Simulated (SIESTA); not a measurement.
HfO2:

```
Hf O
1.0
     0.00000    2.55750    2.55750
     2.55750    0.00000    2.55750
     2.55750    2.55750    0.00000
Hf O
1 2
Cartesian
  -0.0370 -0.0159 0.0251
  3.8515 3.8457 3.8239
  1.2535 1.2817 1.2562
```

The cell isn't the ideal one: atoms moved at random, drawn with an rms of 0.05 Å.

```yaml
Program: SIESTA 5.4.2
Task: relaxation of cell and atoms
Functional: SOGGA
Potentials_or_basis: SPMS 1.0 (PBE files) or PseudoDojo by element
Basis: DZP (energy shift 0.005 Ry)
Grid_cutoff: 800 Ry
Energy_shift: 0.005 Ry
k_mesh: 9 × 9 × 9
Occupations: fermi-dirac, width 0.05 eV
Spin: no spin polarisation
```

At the start: pressure -9.1 GPa; volume 11.15 Å³/atom.

Where does the relaxation end?

Over 13 steps the energy falls by 18.0 meV/atom and the volume is 10.73 Å³/atom (-3.8 %); space group Fm-3m (No. 225, to 0.05 Å).

Step by step:
| step | energy change (eV) | largest force (eV/Å) | pressure (GPa) | volume (Å³) |
| --- | --- | --- | --- | --- |
| 1 | 0.0000 | 0.4292 | -9.08 | 33.46 |
| 2 | -0.0066 | 0.8643 | -2.91 | 32.64 |
| 3 | -0.0254 | 0.3800 | -6.11 | 33.02 |
| 4 | -0.0482 | 0.1762 | -2.33 | 32.51 |
| 5 | -0.0399 | 0.3910 | 4.75 | 31.69 |
| 6 | -0.0519 | 0.1360 | -0.14 | 32.22 |
| 7 | -0.0365 | 0.5153 | 1.26 | 32.11 |
| 8 | -0.0536 | 0.0638 | 0.00 | 32.20 |
| 9 | -0.0525 | 0.1648 | 0.15 | 32.18 |
| 10 | -0.0538 | 0.0388 | 0.02 | 32.19 |
| 11 | -0.0539 | 0.0327 | 0.04 | 32.19 |
| 12 | -0.0539 | 0.0200 | 0.03 | 32.19 |
| 13 | -0.0539 | 0.0112 | 0.01 | 32.19 |

Final structure:
```xyz
3
Lattice="-0.0006 2.5256 2.5257 2.5244 0.0006 2.5245 2.5247 2.5248 0.0002" Properties=species:S:1:pos:R:3 pbc="T T T"
Hf   -0.0128   -0.0002   -0.0030
O     3.7723    3.7882    3.7857
O     1.2481    1.2627    1.2606
```

Caveat: semicore shells carry a single zeta, which can move pressures by several GPa and volumes by a few percent; the potentials were made for another functional, which shifts forces and pressure; the basis of atomic orbitals isn't converged, which shifts pressures, moduli and gaps.
